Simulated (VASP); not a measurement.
A run of VASP 6.6.1 is set up as follows.

File POSCAR:

```
InP                                     
1.0
    0.0000000000      2.9393308167      2.9393308167
    2.9393308167      0.0000000000      2.9393308167
    2.9393308167      2.9393308167      0.0000000000
  In              P             
     1     1
Direct
     0.0000000000000000    0.0000000000000000    0.0000000000000000
     0.2500000000000000    0.2500000000000000    0.2500000000000000
```

INCAR.step1

```
SYSTEM = InP
PREC = Accurate ; ENCUT = 520
EDIFF = 1E-5 ; ISMEAR = 0
SIGMA = 0.03 ; LREAL = .False.
LASPH = .True. ; NELM = 80
ALGO = Normal ; ISIF = 2
LWAVE = .True. ; LCHARG = .False.
NBANDS = 16 ; KPAR = 4
GGA = PE
```

INCAR.step2

```
SYSTEM = InP
PREC = Accurate ; ENCUT = 520
EDIFF = 1E-7 ; ISMEAR = 0
SIGMA = 0.03 ; LREAL = .False.
LASPH = .True. ; NELM = 80
ALGO = Normal ; ISIF = 2
LWAVE = .False. ; LCHARG = .False.
GGA = PE ; LHFCALC = .True.
AEXX = 0.25 ; PRECFOCK = Fast
HFRCUT = -1 ; NBANDS = 16
KPAR = 4 ; ISTART = 1
```

Contents of KPOINTS:

```
Automatic mesh
0
Gamma
  6 6 6
  0 0 0
```

KPOINTS_OPT

```
explicit points
6
Reciprocal
 0.0000000000  0.0000000000  0.0000000000 1
 0.3750000000  0.3750000000  0.7500000000 1
 0.5000000000  0.5000000000  0.5000000000 1
 0.6250000000  0.2500000000  0.6250000000 1
 0.5000000000  0.2500000000  0.7500000000 1
 0.5000000000  0.0000000000  0.5000000000 1
```

Potentials or basis: VASP PAW PBE potentials, release 64 (In_d, P).

Command:

```sh
$ cat potpaw_PBE.64/In_d/POTCAR potpaw_PBE.64/P/POTCAR > POTCAR
$ cp INCAR.step1 INCAR
$ mpirun -np 4 vasp_std > vasp.out
$ cp INCAR.step2 INCAR
$ mpirun -np 4 vasp_std > vasp.out
```

Problem. What does it give for the band gap on the k mesh?

Solution. 2.06 eV, direct.

Problem. What does it give for the band gap along the path?

Solution. 2.06 eV, direct.

Caveat: spin-orbit coupling is left out, which moves the levels of the heavy elements.

**What was measured.**

From a printed reference work, data compilation, for a bulk crystal of InP at 1.6 K: band gap 1.4236 eV (direct).

Measured gap of InP: 1.4236 eV (direct; 1.6 K; a printed reference work, data compilation). This calculation gives 2.06 eV (+0.64 eV). Spin-orbit coupling on In is left out. The value is that of PBE0, without temperature or zero-point motion.
